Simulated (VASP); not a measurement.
Here is a VASP 6.6.1 calculation.

Contents of INCAR:

```
PREC     = Accurate       # precision mode
ENCUT    = 520            # plane-wave cutoff, eV
EDIFF    = 1E-6           # SCF threshold, eV
ISMEAR   = 1              # smearing method
SIGMA    = 0.1            # smearing width, eV
LREAL    = False          # projectors in reciprocal space
LASPH    = True           # aspherical terms in the spheres
NELM     = 100            # most SCF steps
ALGO     = Normal         # electronic algorithm
ISIF     = 2              # what is computed and relaxed
LWAVE    = False          # write WAVECAR
LCHARG   = True           # write CHGCAR
GGA      = PE             # functional
LVHAR    = True         
LVACPOTAV= True         
KPAR     = 2
```

File KPOINTS:

```
Automatic mesh
0
Gamma
  16 12 1
```

Contents of POSCAR:

```
Al                                      
1.0
    4.0400000000      0.0000000000      0.0000000000
    0.0000000000      2.8567114000      0.0000000000
    0.0000000000      0.0000000000     29.2835569800
  Al            
    11
Direct
     0.0000000000000000    0.0000000000000000    0.2583449313931953
     0.5000000000000000    0.5000000000000000    0.3032031454492253
     0.0000000000000000    0.0000000000000000    0.3540347200119690
     0.5000000000000000    0.5000000000000000    0.4015412634131122
     0.0000000000000000    0.0000000000000000    0.4508602900634101
     0.5000000000000000    0.5000000000000000    0.5000000000000000
     0.0000000000000000    0.0000000000000000    0.5491397099365899
     0.5000000000000000    0.5000000000000000    0.5984587365868878
     0.0000000000000000    0.0000000000000000    0.6459652799880310
     0.5000000000000000    0.5000000000000000    0.6967968545507748
     0.0000000000000000    0.0000000000000000    0.7416550686068047
```

Potentials or basis: VASP PAW PBE potentials, release 64 (Al).

Run with:

```bash
$ cat potpaw_PBE.64/Al/POTCAR > POTCAR
$ mpirun -np 2 vasp_std > vasp.out
```

Task: Predict the largest force.

Result: 0.019 eV/Å.

Task: What does it give for the band gap on the k mesh?

Result: None (metal or under the smearing width).

Forces in eV/Å, atoms in the order of the input:
```
Al   0.000  0.000  0.006
Al   0.000  0.000  0.019
Al   0.000  0.000  0.013
Al   0.000  0.000  0.000
Al   0.000  0.000 -0.010
Al   0.000  0.000  0.000
Al   0.000  0.000  0.010
Al   0.000  0.000  0.000
Al   0.000  0.000 -0.013
Al   0.000  0.000 -0.019
Al   0.000  0.000 -0.006
```
